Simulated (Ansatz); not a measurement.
Crystal: AlN.

```
Al N
1.0
     3.11300    0.00000    0.00000
    -1.55650    2.69594    0.00000
     0.00000    0.00000    4.98100
Al N
2 2
Direct
  0.66667 0.33333 0.50000
  0.33333 0.66667 0.00000
  0.66667 0.33333 0.88000
  0.33333 0.66667 0.38000
```

| Property | Result |
| --- | --- |
| Program | Ansatz 0.2.0 |
| Task | relaxation of cell and atoms |
| Functional | HSEsol |
| Potentials or basis | Ansatz PAW |
| Cutoff | 420 eV (not typed: the program's choice for these potentials) |
| k mesh | 5 × 5 × 3 |
| Occupations | fermi-dirac, width 0.05 eV |
| Spin | no spin polarisation |

At the start: volume 10.45 Å³/atom.

Where does the relaxation end?

It ends after 8 steps and the volume is 10.25 Å³/atom (-1.9 %); space group P6_3mc (No. 186, to 0.05 Å).

The path:
```tsv
step	energy change (eV)	largest force (eV/Å)	volume (Å³)
1	0.0000	0.1321	41.80
2	-0.0095	0.1002	41.38
3	-0.0135	0.0306	40.99
4	-0.0136	0.0035	41.01
5	-0.0135	0.0006	41.02
6	-0.0119	0.0007	41.02
7	-0.0120	0.0000	41.00
8	-0.0119	0.0001	41.00
```

Final structure:
```
Al N
1.0
     3.09415    0.00000    0.00000
    -1.54708    2.67961    0.00000
     0.00000    0.00000    4.94511
Al N
2 2
Direct
  0.66667 0.33333 0.49881
  0.33333 0.66667 0.99881
  0.66667 0.33333 0.88119
  0.33333 0.66667 0.38119
```

Caveat: the k mesh is coarse (spacing up to 0.47 Å⁻¹), so the values aren't converged, least of all with exact exchange; the plane-wave basis is chosen anew once the cell has moved, so the energies of steps on either side of that aren't comparable; the pressure holds a Pulay correction of +0.4 GPa for the finite cutoff; the PAW data sets come from PBE, with cores solved anew for the run's functional, which leaves a small shift of forces and pressure.
